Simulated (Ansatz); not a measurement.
**HgTe (F-43m), two-dimensional strain map**

Theory: Ansatz, DFT PBE, scalar-relativistic, plane waves, PAW. The runs took a 420 eV cutoff, a Γ-centred 16×16×16 mesh and Gaussian smearing (0.15 eV). Spin–orbit coupling is left out, which can shift energies with elements as heavy as these. No spin polarisation. Energies are free energies at this smearing, counted from the undisturbed cell; pressure is positive in compression.

Reference structure (relaxed at this level):

```xyz
2
Lattice="0.0000 3.3248 3.3248 3.3248 0.0000 3.3248 3.3248 3.3248 0.0000" Properties=species:S:1:pos:R:3 pbc="T T T"
Hg    0.0000    0.0000    0.0000
Te    4.9872    4.9872    4.9872
```

The cell is strained by p along both x and y and by q along z, fractional coordinates fixed. Points are written (p, q).

Energy above the undisturbed cell in meV/atom (a dash: not computed):

```
 p \ q  -0.050  -0.025  0.000  0.025  0.050
-0.050   110.3    74.7   48.8   32.0   23.4
-0.025    46.4    24.9   11.5    5.6    6.8
 0.000    13.5     3.3    0.0    3.0   11.8
 0.025     6.0     5.0    9.7   19.7   34.6
 0.050    19.2    25.4   36.4   51.9   71.5
```

Pressure in GPa:

```
 p \ q  -0.050  -0.025  0.000  0.025  0.050
-0.050     7.9     6.1    4.6    3.2    2.0
-0.025     4.6     3.2    2.0    0.9    0.0
 0.000     2.0     0.9    0.0   -0.8   -1.5
 0.025     0.0    -0.8   -1.5   -2.1   -2.6
 0.050    -1.5    -2.1   -2.6   -3.0   -3.4
```